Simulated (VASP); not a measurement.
# SiNi (P2_13) in VASP: further runs

Runs on SiNi. Level: PBEsol. Tasks: optical spectrum, density of states, electric field gradients.

Everything below comes from runs of VASP 6.6.1. Logs are shortened: lines on timing, memory, paths and dates and some standing lists are left out, and cuts for length are marked.

**1. The crystal as given**

Symmetry: P2_13, No. 198, cubic system. Conventional cell: a = 4.504 Å, b = 4.504 Å, c = 4.504 Å, α = 90.00°, β = 90.00°, γ = 90.00°. Ni (site symmetry 3) has 7 Si at 2.36 to 2.44 Å as nearest neighbours. Around Si (site symmetry 3) lie 7 Ni at 2.36 to 2.44 Å.

The cell is a database's computed one.

**2. Optical spectrum, PBEsol, collinear spin, ferromagnetic start**

INCAR reads:

```
SYSTEM = SiNi
PREC = Accurate ; ENCUT = 520
EDIFF = 1E-6 ; ISMEAR = 0
SIGMA = 0.02 ; LREAL = .FALSE.
LASPH = .TRUE. ; NELM = 100
ALGO = Fast ; ISIF = 2
LWAVE = .FALSE. ; LCHARG = .FALSE.
ISPIN = 2 ; MAGMOM = 1 1 1 1 0 0 0 0
LORBIT = 11 ; LMAXMIX = 4
GGA = PS ; LOPTICS = .TRUE.
NBANDS = 60 ; NEDOS = 1000
CSHIFT = 0.1
```

KPOINTS reads:

```
regular mesh
0
G
  5 5 5
  0 0 0
```

POSCAR reads:

```
SiNi
1.0
    4.5036940000      0.0000000000      0.0000000000
    0.0000000000      4.5036940000      0.0000000000
    0.0000000000      0.0000000000      4.5036940000
Ni Si
4 4
Direct
    0.1495040000      0.1495040000      0.1495040000
    0.6495040000      0.3504960000      0.8504960000
    0.8504960000      0.6495040000      0.3504960000
    0.3504960000      0.8504960000      0.6495040000
    0.8468300000      0.8468300000      0.8468300000
    0.3468300000      0.6531700000      0.1531700000
    0.1531700000      0.3468300000      0.6531700000
    0.6531700000      0.1531700000      0.3468300000
```

Potentials or basis: VASP PAW PBE potentials, release 64 (Ni, Si).

On the command line:

```console
$ cat potpaw_PBE.64/Ni/POTCAR potpaw_PBE.64/Si/POTCAR > POTCAR
$ mpirun -np 1 vasp_std > vasp.out
```

OUTCAR:

```text
SYSTEM = SiNi
   PREC = Accurate
   ENCUT = 520
   EDIFF = 1E-6
   ISMEAR = 0
   LREAL = .FALSE.
   LASPH = .TRUE.
   NELM = 100
   ISIF = 2
   ISPIN = 2
   LORBIT = 11
   GGA = PS

 ion  position               nearest neighbor table
   1  0.150  0.150  0.150-   5 2.36   6 2.41   7 2.41   8 2.41   6 2.44   7 2.44   8 2.44   2 2.78
                             4 2.78   4 2.78   2 2.78   3 2.78   3 2.78
   2  0.650  0.350  0.850-   6 2.36   5 2.41   7 2.41   8 2.41   7 2.44   8 2.44   5 2.44   3 2.78
                             1 2.78   3 2.78   1 2.78   4 2.78   4 2.78
   3  0.850  0.650  0.350-   7 2.36   6 2.41   5 2.41   8 2.41   8 2.44   5 2.44   6 2.44   2 2.78
                             2 2.78   4 2.78   4 2.78   1 2.78   1 2.78
   4  0.350  0.850  0.650-   8 2.36   6 2.41   7 2.41   5 2.41   6 2.44   7 2.44   5 2.44   1 2.78
                             1 2.78   3 2.78   3 2.78   2 2.78   2 2.78
   5  0.847  0.847  0.847-   1 2.36   2 2.41   3 2.41   4 2.41   2 2.44   3 2.44   4 2.44   6 2.78
                             7 2.78   8 2.78   8 2.78   7 2.78   6 2.78
   6  0.347  0.653  0.153-   2 2.36   1 2.41   3 2.41   4 2.41   3 2.44   4 2.44   1 2.44   8 2.78
                             5 2.78   7 2.78   7 2.78   8 2.78   5 2.78
   7  0.153  0.347  0.653-   3 2.36   2 2.41   1 2.41   4 2.41   4 2.44   1 2.44   2 2.44   8 2.78
                             5 2.78   6 2.78   5 2.78   6 2.78   8 2.78
   8  0.653  0.153  0.347-   4 2.36   2 2.41   3 2.41   1 2.41   2 2.44   3 2.44   1 2.44   7 2.78
                             5 2.78   5 2.78   6 2.78   6 2.78   7 2.78

  LATTYP: Found a simple cubic cell.
 ALAT       =     4.5036940000

  Lattice vectors:

 A1 = (   4.5036940000,   0.0000000000,   0.0000000000)
 A2 = (   0.0000000000,   4.5036940000,   0.0000000000)
 A3 = (   0.0000000000,   0.0000000000,   4.5036940000)

Analysis of symmetry for initial positions (statically):
=====================================================================
 Subroutine PRICEL returns:
 Original cell was already a primitive cell.

 Routine SETGRP: Setting up the symmetry group for a
 simple cubic supercell.

 Subroutine GETGRP returns: Found 12 space group operations
 (whereof  3 operations were pure point group operations)
 out of a pool of 48 trial point group operations.

The static configuration has the point symmetry C_3 .
[... 1179 lines left out ...]
  --------------------------------------------------------------------------------------
       0.012       0.000      -0.000
       0.000       0.012       0.000
      -0.000       0.000       0.012

  frequency dependent IMAGINARY DIELECTRIC FUNCTION (independent particle, no local field effects) density-density
     E(ev)      X         Y         Z        XY        YZ        ZX
  --------------------------------------------------------------------------------------------------------------
     0.00000     0.00000     0.00000     0.00000     0.00000     0.00000     0.00000
     0.40609   105.95578   105.95578   105.95578     0.00000    -0.00000    -0.00000
     0.81218    43.25118    43.25118    43.25118     0.00000    -0.00000    -0.00000
     1.21826    47.17390    47.17390    47.17390    -0.00000    -0.00000    -0.00000
     1.62435    37.82990    37.82990    37.82990    -0.00000    -0.00000    -0.00000
     2.03044    20.80678    20.80678    20.80678    -0.00000    -0.00000    -0.00000
[... 92 lines left out ...]
    39.79661     0.00152     0.00152     0.00152     0.00000    -0.00000    -0.00000
    40.20269     0.00147     0.00147     0.00147     0.00000    -0.00000    -0.00000

  frequency dependent      REAL DIELECTRIC FUNCTION (independent particle, no local field effects) density-density
     E(ev)        X           Y           Z          XY          YZ          ZX
  --------------------------------------------------------------------------------------------------------------
     0.00000   574.42006   574.42006   574.42006     0.00000    -0.00000    -0.00000
     0.40609    11.14556    11.14556    11.14556     0.00000    -0.00000    -0.00000
     0.81218    -4.07842    -4.07842    -4.07842    -0.00000    -0.00000    -0.00000
     1.21826    -7.27305    -7.27305    -7.27305    -0.00000     0.00000    -0.00000
     1.62435    -2.52145    -2.52145    -2.52145    -0.00000     0.00000    -0.00000
     2.03044    -1.68974    -1.68974    -1.68974     0.00000     0.00000    -0.00000
[... 92 lines left out ...]
    39.79661     0.71598     0.71598     0.71598     0.00000    -0.00000    -0.00000
    40.20269     0.72204     0.72204     0.72204     0.00000    -0.00000    -0.00000

  frequency dependent IMAGINARY DIELECTRIC FUNCTION (independent particle, no local field effects) current-current
     E(ev)      X         Y         Z        XY        YZ        ZX
  --------------------------------------------------------------------------------------------------------------
     0.00000  1897.24160  1897.24160  1897.24160    -0.00000    -0.00000     0.00000
     0.40609   104.23347   104.23347   104.23347     0.00000     0.00000     0.00000
     0.81218    41.26653    41.26653    41.26653     0.00000     0.00000     0.00000
     1.21826    45.40606    45.40606    45.40606    -0.00000    -0.00000    -0.00000
     1.62435    37.26187    37.26187    37.26187    -0.00000     0.00000    -0.00000
     2.03044    20.49588    20.49588    20.49588     0.00000    -0.00000    -0.00000
[... 92 lines left out ...]
    39.79661     0.00009     0.00009     0.00009     0.00000     0.00000    -0.00000
    40.20269     0.00009     0.00009     0.00009     0.00000     0.00000    -0.00000

  frequency dependent      REAL DIELECTRIC FUNCTION (independent particle, no local field effects) current-current
     E(ev)        X           Y           Z          XY          YZ          ZX
  --------------------------------------------------------------------------------------------------------------
     0.00000  -125.41804  -125.41804  -125.41804     0.00000     0.00000    -0.00000
     0.40609    -5.60856    -5.60856    -5.60856     0.00000    -0.00000     0.00000
     0.81218    -5.61237    -5.61237    -5.61237    -0.00000     0.00000     0.00000
     1.21826   -11.02271   -11.02271   -11.02271    -0.00000     0.00000    -0.00000
     1.62435    -4.94848    -4.94848    -4.94848     0.00000     0.00000     0.00000
     2.03044    -2.30869    -2.30869    -2.30869     0.00000    -0.00000     0.00000
[... 92 lines left out ...]
    39.79661     0.71969     0.71969     0.71969     0.00000    -0.00000     0.00000
    40.20269     0.72568     0.72568     0.72568     0.00000    -0.00000     0.00000

 total charge

# of ion       s       p       d       tot
------------------------------------------
    1        0.458   0.607   8.498   9.563
    2        0.458   0.607   8.498   9.563
    3        0.458   0.607   8.498   9.563
    4        0.458   0.607   8.498   9.563
    5        0.739   0.842   0.000   1.582
    6        0.739   0.842   0.000   1.582
    7        0.739   0.842   0.000   1.582
    8        0.739   0.842   0.000   1.582
--------------------------------------------------
tot          4.790   5.798  33.991  44.578

 magnetization (x)

# of ion       s       p       d       tot
------------------------------------------
    1       -0.000   0.000  -0.000  -0.000
    2       -0.000   0.000  -0.000  -0.000
    3       -0.000   0.000  -0.000  -0.000
    4       -0.000   0.000  -0.000  -0.000
    5       -0.000  -0.000   0.000  -0.000
    6       -0.000  -0.000   0.000  -0.000
    7       -0.000  -0.000   0.000  -0.000
    8       -0.000  -0.000   0.000  -0.000
--------------------------------------------------
tot         -0.000  -0.000  -0.000  -0.000
```

Run time: 69 s. Hardware: 1 thread of Intel Xeon 6975P-C (Granite Rapids), shared host; peak memory 0.39 GiB.

What came out:

* Free energy: -51.5408 eV
* Pressure: -4.3 GPa
* Largest force: 0.035 eV/Å
* Band gap on the k mesh: none (metal or under the smearing width)
* Net moment: 0.00 μB per cell
* Valence electrons inside the program's atomic spheres: Ni 9.56; Si 1.58

Forces on the atoms (eV/Å):
```
Ni  -0.016 -0.016 -0.016
Ni  -0.016  0.016  0.016
Ni   0.016 -0.016  0.016
Ni   0.016  0.016 -0.016
Si  -0.020 -0.020 -0.020
Si  -0.020  0.020  0.020
Si   0.020 -0.020  0.020
Si   0.020  0.020 -0.020
```

Dielectric function (mean over the directions given):
| energy (eV) | real part | imaginary part |
| --- | --- | --- |
| 0.32 | 6.91 | 152.74 |
| 1.30 | -8.13 | 34.60 |
| 2.36 | -2.00 | 16.26 |
| 3.41 | 3.22 | 10.98 |
| 4.39 | 3.55 | 13.27 |
| 5.44 | 2.06 | 15.76 |
| 6.50 | -4.99 | 11.52 |
| 7.55 | -5.41 | 6.32 |
| 8.53 | -4.69 | 4.24 |
| 9.58 | -3.44 | 3.30 |
| 10.64 | -2.34 | 2.46 |
| 11.70 | -1.99 | 1.96 |
| 12.67 | -1.81 | 1.82 |
| 13.73 | -1.61 | 1.27 |
| 14.78 | -1.30 | 0.95 |
| 15.84 | -1.02 | 0.69 |
| 16.81 | -0.75 | 0.56 |
| 17.87 | -0.58 | 0.56 |
| 18.92 | -0.46 | 0.38 |
| 19.98 | -0.34 | 0.34 |

Caveat: spectra need much finer meshes, so this one isn't converged; independent-particle spectra lack excitons; the intraband (Drude) part of a metal's response may be missing; the PAW data sets were made with another functional, which shifts forces and pressure a little.

**3. Density of states, PBEsol, collinear spin, ferromagnetic start**

POSCAR is that of step 2.

INCAR.step1 reads:

```
  PREC = Accurate
  ENCUT = 520
  EDIFF = 1E-6
  ISMEAR = 0
  SIGMA = 0.02
  LREAL = F
  LASPH = T
  NELM = 100
  ALGO = Fast
  ISIF = 2
  LWAVE = F
  LCHARG = T
  ISPIN = 2
  MAGMOM = 1 1 1 1 0 0 0 0
  LMAXMIX = 4
  GGA = PS
```

KPOINTS.step1 reads:

```
Automatic mesh
0
Gamma
  5 5 5
```

INCAR.step2 reads:

```
  PREC = Accurate
  ENCUT = 520
  EDIFF = 1E-6
  ISMEAR = -5
  SIGMA = 0.02
  LREAL = F
  LASPH = T
  NELM = 100
  ALGO = Fast
  ISIF = 2
  LWAVE = F
  LCHARG = F
  ISPIN = 2
  MAGMOM = 1 1 1 1 0 0 0 0
  LORBIT = 11
  LMAXMIX = 4
  GGA = PS
  NEDOS = 1001
  ICHARG = 11
```

KPOINTS.step2 reads:

```
Automatic mesh
0
Gamma
  8 8 8
```

Potentials or basis: VASP PAW PBE potentials, release 64 (Ni, Si).

On the command line:

```console
$ cat potpaw_PBE.64/Ni/POTCAR potpaw_PBE.64/Si/POTCAR > POTCAR
$ cp INCAR.step1 INCAR
$ cp KPOINTS.step1 KPOINTS
$ mpirun -np 1 vasp_std > vasp.out
$ cp INCAR.step2 INCAR
$ cp KPOINTS.step2 KPOINTS
$ mpirun -np 1 vasp_std > vasp.out
```

It took 2.4 min on 1 thread of Intel Xeon 6975P-C (Granite Rapids), shared host; peak memory 0.36 GiB.

The run converged. Its results:

| Quantity | Value |
| --- | --- |
| Net moment | 0.00 μB per cell |
| Valence electrons inside the program's atomic spheres | Ni 9.56; Si 1.58 |

Levels at points of the mesh, in eV from the Fermi level:
Spin up:
```csv
k point,band 25,band 26,band 27,band 28,band 29,band 30,band 31,band 32
"(0.00, 0.00, 0.00)",-1.61,-1.61,-1.61,0.98,0.98,0.98,1.39,1.39
"(0.50, 0.00, 0.00)",-1.98,-1.98,-0.61,-0.61,-0.20,-0.20,2.75,2.75
"(0.50, 0.50, 0.00)",-1.51,-1.51,-0.96,-0.96,0.34,0.34,0.87,0.87
"(0.50, 0.50, 0.50)",-1.76,-1.76,-1.76,-1.76,4.18,4.18,4.18,4.19
```
Spin down:
| k point | band 26 | band 27 | band 28 | band 29 | band 30 | band 31 |
| --- | --- | --- | --- | --- | --- | --- |
| (0.00, 0.00, 0.00) | -1.61 | -1.61 | 0.98 | 0.98 | 0.98 | 1.39 |
| (0.50, 0.00, 0.00) | -1.98 | -0.61 | -0.61 | -0.20 | -0.20 | 2.75 |
| (0.50, 0.50, 0.00) | -1.51 | -0.96 | -0.96 | 0.34 | 0.34 | 0.87 |
| (0.50, 0.50, 0.50) | -1.76 | -1.76 | -1.76 | 4.18 | 4.18 | 4.18 |

States per cell in windows of 1 eV (zero at the Fermi level; states under -8 eV left out):
```
from (eV)    up  down  Ni1_d_up  Ni2_d_up  Ni3_d_up  Ni4_d_up  Ni1_d_down  Ni2_d_down
     -8.0  0.85  0.85      0.03      0.03      0.03      0.03        0.03        0.03
     -7.0  1.56  1.56      0.09      0.09      0.09      0.09        0.09        0.09
     -6.0  1.85  1.85      0.17      0.17      0.17      0.17        0.17        0.17
     -5.0  3.58  3.58      0.55      0.55      0.55      0.55        0.55        0.55
     -4.0  6.28  6.28      1.20      1.20      1.20      1.20        1.20        1.20
     -3.0  6.26  6.26      1.41      1.41      1.41      1.41        1.41        1.41
     -2.0  2.41  2.41      0.50      0.50      0.50      0.50        0.50        0.50
     -1.0  1.53  1.53      0.25      0.25      0.25      0.25        0.25        0.25
      0.0  1.68  1.68      0.21      0.21      0.21      0.21        0.21        0.21
      1.0  1.81  1.81      0.16      0.16      0.16      0.16        0.16        0.16
      2.0  1.87  1.87      0.11      0.11      0.11      0.11        0.11        0.11
      3.0  1.30  1.30      0.06      0.06      0.06      0.06        0.06        0.06
      4.0  0.37  0.37      0.01      0.01      0.01      0.01        0.01        0.01
      5.0  0.01  0.02      0.00      0.00      0.00      0.00        0.00        0.00
```

Caveat: the PAW data sets were made with another functional, which shifts forces and pressure a little; tetrahedron occupations give inexact forces and stress in metals.

(Part 1 of 2 ends here.)
